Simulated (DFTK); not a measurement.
Pt: band structure with BJ06

Pt:

```
Pt
1.0
     0.00000    1.96090    1.96090
     1.96090    0.00000    1.96090
     1.96090    1.96090    0.00000
Pt
1
Cartesian
  0.0000 0.0000 0.0000
```

* Program: DFTK 0.8.2
* Task: band structure
* Functional: BJ06
* Potentials or basis: SG15 1.2 (PBE)
* Cutoff: 1225 eV
* k mesh: 12 × 12 × 12
* Occupations: fermi-dirac, width 0.05 eV
* Spin: no spin polarisation
* Valence electrons: Pt 18
* SCF tolerance on the density: 1e-06

```
Band gap on the k mesh : none (metal or under the smearing width)
```

Levels at the corners of the path, in eV from the Fermi level:
```tsv
point	band 6	band 7	band 8	band 9	band 10	band 11	band 12	band 13
Γ	-3.78	-3.78	-3.78	-1.73	-1.73	14.80	19.67	19.67
X	-6.58	-0.10	0.50	0.50	1.94	8.91	11.52	11.52
W	-4.51	-4.51	-2.07	0.51	7.18	8.40	8.40	12.14
K	-5.44	-2.80	-1.40	-0.16	5.84	6.84	10.18	14.78
Γ	-3.78	-3.78	-3.78	-1.73	-1.73	14.80	19.67	19.67
L	-3.89	-3.89	-0.31	0.00	0.00	5.90	14.37	19.05
U	-5.44	-2.80	-1.40	-0.16	5.84	6.84	10.18	14.78
W	-4.51	-4.51	-2.07	0.51	7.18	8.40	8.40	12.14
L	-3.89	-3.89	-0.31	0.00	0.00	5.90	14.37	19.05
K	-5.44	-2.80	-1.40	-0.16	5.84	6.84	10.18	14.78
U	-5.44	-2.80	-1.40	-0.16	5.84	6.84	10.18	14.78
X	-6.58	-0.10	0.50	0.50	1.94	8.91	11.52	11.52
```

Run time: 90 s on 1 thread of AMD EPYC 9R45 96-Core Processor (Zen 5) (shared host), peak memory 1.7 GiB.

Caveat: the program leaves the constant c of mgga_x_tb09 at 1, so the potential is Becke-Johnson's (BJ06) and not Tran and Blaha's, with levels but no total energy; spin-orbit coupling is left out, which moves the levels of the heavy elements.
